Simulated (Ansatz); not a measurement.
**Ag: computed properties**

Computed with Ansatz, DFT PBE, scalar-relativistic, plane waves, PAW.

Cutoff 420 eV; k points 18×18×4 on the computed 4-atom cell (Γ-centred); Gaussian smearing, width 0.10 eV; no spin polarisation.

The structure is relaxed at this level of theory with its symmetry kept. This form isn't the element's structure at ambient conditions.

```
Ag
1.0
     2.93682    0.00000    0.00000
    -1.46841    2.54336    0.00000
     0.00000    0.00000    9.56351
Ag
4
Direct
  0.33333 0.66667 0.25000
  0.66667 0.33333 0.75000
  0.00000 0.00000 0.00000
  0.00000 0.00000 0.50000
```

Formation energy from the elements' standard states (uncorrected)?

0.000 eV/atom.

Density of states at the Fermi level?

1.17 states/eV per cell.

Bulk modulus?

91 GPa.

Its pressure derivative?

5.9.

Bader charges (e)?

Ag (2 in the cell) 0.00, Ag (2 in the cell) 0.00.